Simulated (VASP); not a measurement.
Given:

```yaml
crystal:
  lattice:
    - [3.57255, 0.00000, 0.00000]
    - [-1.78628, 3.09392, 0.00000]
    - [0.00000, 0.00000, 3.81494]
  atoms:
    - { symbol: Li, position: [0.00000, 0.00000, 0.50000] }
    - { symbol: Li, position: [0.33333, 0.66667, 0.00000] }
    - { symbol: Li, position: [0.66667, 0.33333, 0.00000] }
    - { symbol: N, position: [0.00000, 0.00000, 0.00000] }
```

Method: PBE GGA, VASP's PBE PAW potentials (set 64) (plane waves; VASP 6.6.1). Run with 400 eV cut-off, 6×6×5 Γ-centred mesh, Gaussian smearing of 0.010 eV, potentials Li_sv N.

At this cut-off the stress carries a Pulay error, which pulls relaxed volumes low.

Question: Predict the energy per atom (σ→0), pressure.

Answer: 
```
Property                        Value
---------------------  --------------
energy per atom (σ→0)  -3.905 eV/atom
pressure                    -4.02 GPa
```

Only differences to runs with the same potentials and settings are physical.

The structure comes from a computed database's Li3N entry; how it stands against other phases isn't given here. The cell was not relaxed at this level.
